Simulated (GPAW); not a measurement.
MoP, 2 atoms in the cell. The structure is hexagonal, space group P-6m2 (No. 187). The conventional cell has a = 3.223 Å, b = 3.223 Å, c = 3.191 Å, α = 90.00°, β = 90.00°, γ = 120.00°. Mo (site symmetry -6m2) has 6 P at 2.45 Å as nearest neighbours. P (site symmetry -6m2) has 6 Mo at 2.45 Å as nearest neighbours. 

| Quantity | Value |
| --- | --- |
| Program | GPAW 26.7.0 |
| Task | electron localisation function |
| Functional | PBE |
| Potentials or basis | GPAW PAW data sets (gpaw-data 1.2.1), other valence |
| Cutoff | 510 eV |
| Basis | pw |
| k mesh | 5 × 5 × 4 |
| Occupations | fermi-dirac, width 0.01 eV |
| Spin | no spin polarisation |
| Maxiter | 150 |
| Data set | Mo 6 |

Potentials or basis: GPAW PAW data sets (gpaw-data 1.2.1), other valence, pw.

Command:

```bash
$ OMP_NUM_THREADS=1 python run.py
```

Hardware: 1 thread of Arm Neoverse V2 (shared host).

Task: Estimate the wall time of this run.

Result: It took 5.6 s on 1 thread of Arm Neoverse V2, on a shared host, peak memory 0.13 GiB. Counts: scf iterations 12, plane waves 761, bands 16, k points 15.
